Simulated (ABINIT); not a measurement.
Cu3Au (Auricupride), 4 atoms in the cell. Symmetry: Pm-3m, No. 221, cubic system. Conventional cell: a = 3.740 Å, b = 3.740 Å, c = 3.740 Å, α = 90.00°, β = 90.00°, γ = 90.00°. Au (site symmetry m-3m) is surrounded by 12 Cu at 2.64 Å. Cu (site symmetry 4/mmm) has 4 Au at 2.64 Å and 8 Cu at 2.64 Å as nearest neighbours. 

- Program: ABINIT 10.8.3 (patched build)
- Task: equation of state
- Functional: LDA
- Potentials or basis: HGH LDA
- Cutoff: 435 eV
- k mesh: 7 × 7 × 7
- Occupations: fermi-dirac, width 0.05 eV
- Spin: no spin polarisation

Potentials or basis: HGH LDA.

Launch:

```console
$ abinit run.abi > log 2>&1
```

Hardware: 1 thread of Arm Neoverse V2, on a shared host.

Question: Estimate the wall time of this run.

Answer: Wall time 13 s on 1 thread of Arm Neoverse V2, with other jobs on the host, peak memory 0.12 GiB. Counts: scf iterations 44, mpi ranks 1, k points 20, bands 6, plane waves 1028.
